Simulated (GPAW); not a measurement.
Runs of GPAW 26.7.0 on FeO. The structure is trigonal, space group R-3m (No. 166). The conventional cell has a = 3.035 Å, b = 3.035 Å, c = 7.547 Å, α = 90.00°, β = 90.00°, γ = 120.00°. Around Fe (site symmetry -3m) lie 6 O at 2.16 Å. Around O (site symmetry -3m) lie 6 Fe at 2.16 Å. 

| level | spin | U | fixed moment (μB) | gap on the mesh (eV) | pressure (GPa) | moment (μB) |
| --- | --- | --- | --- | --- | --- | --- |
| PBE+U | collinear, ferromagnetic start | Fe d U = 5 eV | 4.0 | - | 2.0 | 4.00 |
| r2SCAN+U | collinear, ferromagnetic start | Fe d U = 2 eV | - | none | -4.5 | 4.00 |
| PBE+U | collinear, random start | Fe d U = 5 eV | - | none | 2.1 | 4.00 |
| PBE | collinear, ferromagnetic start | - | - | none | (a) | 4.00 |

Alike in all rows: task single point; potentials or basis GPAW PAW data sets (gpaw-data 1.2.1), pw; cell as given; k mesh 8 × 8 × 8; cutoff (eV) 800; smearing gaussian 0.05 eV.

**Question.** Fill in the values left out.

**Answer.** (a) 0.4.

Caveats: a cell with one magnetic atom can't hold antiferromagnetic order, which such compounds often take; the total moment is fixed, so each spin has its own Fermi level (some runs); the PAW data sets were made with another functional, which shifts forces and pressure a little (some runs); semilocal functionals often make such compounds metallic where correlation or magnetic order opens a gap, which also shifts bond lengths (some runs).

A gap of «none» marks a metal or a gap under the smearing width.
